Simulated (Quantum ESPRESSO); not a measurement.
CoSi:

```
Co Si
1.0
     2.78133    0.00000    0.00000
     0.00000    2.78133    0.00000
     0.00000    0.00000    2.78133
Co Si
1 1
Direct
  0.00000 0.00000 0.00000
  0.50000 0.50000 0.50000
```

Measurements of this composition are mostly on another form, of space group No. 198.

```yaml
Program: Quantum ESPRESSO 7.5
Task: single point
Functional: PBE
Potentials_or_basis: SSSP 1.3 efficiency PBE
Cutoff: 748 eV
Density_cutoff: 5987 eV
k_mesh: 10 × 10 × 10
Occupations: fermi-dirac, width 0.05 eV
Spin: collinear spin, ferromagnetic start
Starting_moments: "[2.0, 0.0] μB"
```

On this cell: pressure 0.6 GPa; largest force zero by symmetry; net moment 0.54 μB per cell; site moments Co +0.56; Si +0.00 μB; band gap on the k mesh none (metal or under the smearing width).

The same run follows on a disturbed copy (atoms moved at random, drawn with an rms of 0.05 Å):

```
CELL_PARAMETERS angstrom
2.78133 0.00000 0.00000
0.00000 2.78133 0.00000
0.00000 0.00000 2.78133
ATOMIC_POSITIONS crystal
Co 0.98982 0.98882 0.99982
Si 0.49271 0.50471 0.51097
```

What changes?

The energy (extrapolated to zero smearing) moves by +3.7 meV/atom; pressure 0.9 GPa; largest force 0.272 eV/Å; net moment 0.54 μB per cell; site moments Co +0.55; Si +0.00 μB; band gap on the k mesh none (metal or under the smearing width).

Forces in eV/Å, atoms in the order of the input:
```
Co   0.040  0.219  0.155
Si  -0.040 -0.219 -0.155
```

Stress tensor (GPa, compression positive):
```
0.97 0.09 0.06
0.09 0.80 0.35
0.06 0.35 0.89
```
